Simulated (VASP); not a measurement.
Calculation: optB86b-vdW, VASP's PBE PAW potentials (set 64) (plane waves; VASP).

Input for VASP

File POSCAR:
```
BaF2
1
    0.0000000000     3.0881704996     3.0881704996
    3.0881704996     0.0000000000     3.0881704996
    3.0881704996     3.0881704996    -0.0000000000
Ba F
1 2
Direct
  0.0000000000   1.0000000000   0.0000000000
  0.2500000000   0.2500000000   0.2500000000
  0.7500000000   0.7500000000   0.7500000000
```

INCAR:
```
SYSTEM  =  BaF2
PREC  =  Accurate; ENCUT  =  520; LREAL  =  .FALSE.
LASPH  =  .TRUE.
EDIFF  =  1E-6; NELM  =  100; ALGO  =  Normal
LMAXMIX  =  4
ISMEAR  =  0; SIGMA  =  0.05
GGA  =  MK; LUSE_VDW  =  .TRUE.; AGGAC  =  0.0
PARAM1  =  0.1234; PARAM2  =  1.0
IBRION  =  2; NSW  =  60; ISIF  =  3
EDIFFG  =  -0.02
LWAVE  =  .FALSE.; LCHARG  =  .FALSE.
```

File KPOINTS:
```
Automatic mesh
0
Gamma
6 6 6
0 0 0
```

POTCAR, in this order: Ba_sv F (PBE.64 set). Program: vasp_std.

The run wrote:

OUTCAR:
```
 ion  position               nearest neighbor table
   1  0.000  0.000  0.000-   3 2.67   3 2.67   3 2.67   2 2.67   2 2.67   2 2.67   3 2.67   2 2.67
  LATTYP: Found a face centered cubic cell.
 ALAT       =     6.1763409992
 Subroutine PRICEL returns:
 Original cell was already a primitive cell.
 Subroutine GETGRP returns: Found 48 space group operations
The static configuration has the point symmetry O_h .
The dynamic configuration has the point symmetry O_h .
 Subroutine INISYM returns: Found 48 space group operations
 Subroutine IBZKPT returns following result:
 Found     16 irreducible k-points:

 Following reciprocal coordinates:
            Coordinates               Weight
  0.000000  0.000000  0.000000      1.000000
  0.166667  0.000000  0.000000      8.000000
  0.333333  0.000000  0.000000      8.000000
  0.500000  0.000000  0.000000      4.000000
  0.166667  0.166667  0.000000      6.000000
  0.333333  0.166667  0.000000     24.000000
  0.500000  0.166667  0.000000     24.000000
 -0.333333  0.166667  0.000000     24.000000
 -0.166667  0.166667  0.000000     12.000000
  0.333333  0.333333  0.000000      6.000000
  0.500000  0.333333  0.000000     24.000000
 -0.333333  0.333333  0.000000     12.000000
  0.500000  0.500000  0.000000      3.000000
  0.500000  0.333333  0.166667     24.000000
 -0.333333  0.333333  0.166667     24.000000
 -0.333333  0.500000  0.166667     12.000000
   k-points           NKPTS =     16   k-points in BZ     NKDIM =     16   number of bands    NBANDS=     16
   number of dos      NEDOS =    301   number of ions     NIONS =      3
   total plane-waves  NPLWV =  32768
   dimension x,y,z NGX =    32 NGY =   32 NGZ =   32
   dimension x,y,z NGXF=    64 NGYF=   64 NGZF=   64
   ions per type =               1   2
   PREC   = accura    normal or accurate (medium, high low for compatibility)
   ISTART =      0    job   : 0-new  1-cont  2-samecut
   ICHARG =      2    charge: 1-file 2-atom 10-const
...
```

**OSZICAR**
```
       N       E                     dE             d eps       ncg     rms          rms(c)
DAV:   1     0.166402674028E+03    0.16640E+03   -0.13401E+04   512   0.140E+03
DAV:   2    -0.688606811990E+01   -0.17329E+03   -0.16755E+03   656   0.292E+02
DAV:   3    -0.130529995281E+02   -0.61669E+01   -0.61586E+01   720   0.647E+01
DAV:   4    -0.131458390972E+02   -0.92840E-01   -0.92822E-01   608   0.678E+00
DAV:   5    -0.131497261408E+02   -0.38870E-02   -0.38870E-02   744   0.945E-01    0.860E+00
DAV:   6    -0.113825453231E+02    0.17672E+01   -0.95895E+00   512   0.250E+01    0.444E+00
DAV:   7    -0.113701576356E+02    0.12388E-01   -0.37242E-01   656   0.558E+00    0.227E+00
DAV:   8    -0.113718347776E+02   -0.16771E-02   -0.60337E-02   536   0.301E+00    0.299E-01
DAV:   9    -0.113764216328E+02   -0.45869E-02   -0.13941E-02   560   0.868E-01    0.141E-01
DAV:  10    -0.113778379911E+02   -0.14164E-02   -0.24600E-03   512   0.406E-01    0.401E-02
DAV:  11    -0.113778457655E+02   -0.77744E-05   -0.29728E-04   712   0.138E-01    0.215E-02
DAV:  12    -0.113778474657E+02   -0.17002E-05   -0.48886E-05   512   0.561E-02    0.304E-03
DAV:  13    -0.113778477875E+02   -0.32175E-06   -0.21875E-06   680   0.103E-02
   1 F= -.11377848E+02 E0= -.11377848E+02  d E =-.113778E+02
       N       E                     dE             d eps       ncg     rms          rms(c)
DAV:   1    -0.115178155096E+02   -0.13997E+00   -0.28981E+00   512   0.154E+01    0.291E+00
DAV:   2    -0.113940318304E+02    0.12378E+00   -0.70397E-01   512   0.632E+00    0.474E-01
DAV:   3    -0.113853722198E+02    0.86596E-02   -0.20680E-02   552   0.130E+00    0.273E-01
DAV:   4    -0.113828894737E+02    0.24827E-02   -0.12446E-02   752   0.741E-01    0.803E-02
DAV:   5    -0.113829428290E+02   -0.53355E-04   -0.28644E-04   528   0.144E-01    0.447E-02
DAV:   6    -0.113830169132E+02   -0.74084E-04   -0.10545E-04   680   0.914E-02    0.147E-02
DAV:   7    -0.113830176655E+02   -0.75232E-06   -0.11100E-05   648   0.243E-02    0.519E-03
DAV:   8    -0.113830183626E+02   -0.69707E-06   -0.10705E-06   544   0.980E-03
   2 F= -.11383018E+02 E0= -.11383018E+02  d E =-.517058E-02
       N       E                     dE             d eps       ncg     rms          rms(c)
DAV:   1    -0.113855190975E+02   -0.25014E-02   -0.51182E-02   512   0.205E+00    0.389E-01
DAV:   2    -0.113833331215E+02    0.21860E-02   -0.12792E-02   512   0.847E-01    0.645E-02
DAV:   3    -0.113831764262E+02    0.15670E-03   -0.39614E-04   568   0.181E-01    0.364E-02
DAV:   4    -0.113831329065E+02    0.43520E-04   -0.22037E-04   760   0.999E-02    0.111E-02
DAV:   5    -0.113831344129E+02   -0.15064E-05   -0.61066E-06   520   0.208E-02    0.600E-03
DAV:   6    -0.113831373286E+02   -0.29157E-05   -0.19439E-06   648   0.123E-02    0.203E-03
DAV:   7    -0.113831371759E+02    0.15274E-06   -0.17972E-07   256   0.341E-03
   3 F= -.11383137E+02 E0= -.11383137E+02  d E =-.528939E-02
```

OUTCAR:
```
------------------------ aborting loop because EDIFF is reached ----------------------------------------
  FORCE on cell =-STRESS in cart. coord.  units (eV):
  Direction    XX          YY          ZZ          XY          YZ          ZX
  --------------------------------------------------------------------------------------
  Total        0.0015832      0.0015832      0.0015832      0.0000000     -0.0000000      0.0000000
  in kB        0.0421631      0.0421631      0.0421631      0.0000000     -0.0000000      0.0000000
  external PRESSURE =       0.0421631 kB  Pullay stress =       0.0000000 kB
  volume of cell :       60.16
      direct lattice vectors                 reciprocal lattice vectors
     0.000000000  3.110025948  3.110025948    -0.160770363  0.160770363  0.160770363
     3.110025948 -0.000000000  3.110025948     0.160770363 -0.160770363  0.160770363
     3.110025948  3.110025948  0.000000000     0.160770363  0.160770363 -0.160770363
 POSITION                                       TOTAL-FORCE (eV/Angst)
 -----------------------------------------------------------------------------------
      0.00000      0.00000      0.00000         0.000000      0.000000      0.000000
      1.55501      1.55501      1.55501         0.000000      0.000000      0.000000
      4.66504      4.66504      4.66504        -0.000000     -0.000000     -0.000000
 -----------------------------------------------------------------------------------
    total drift:                               -0.000000     -0.000000      0.000000
  FREE ENERGIE OF THE ION-ELECTRON SYSTEM (eV)
  ---------------------------------------------------
  free  energy   TOTEN  =       -11.3831371759 eV

  energy  without entropy=      -11.3831371759  energy(sigma->0) =      -11.38313718

 reached required accuracy - stopping structural energy minimisation
```
(Selected blocks of OUTCAR.)

File CONTCAR:
```
BaF2
   1.00000000000000
     0.0000000000000000    3.1100259483256911    3.1100259483256911
     3.1100259483256911   -0.0000000000000000    3.1100259483256911
     3.1100259483256911    3.1100259483256911    0.0000000000000000
  Ba              F
     1     2
Direct
     0.0000000000000000    0.0000000000000000    0.0000000000000000
     0.2500000000000000    0.2500000000000000    0.2500000000000000
     0.7500000000000000    0.7500000000000000    0.7500000000000000
```

Energy and stress use the plane-wave basis of the starting cell.

The compound is BaF2 in the fluorite structure. This run relaxes it. Symmetry was kept, so distortions that lower it aren't found. The start is the result of an earlier pass.
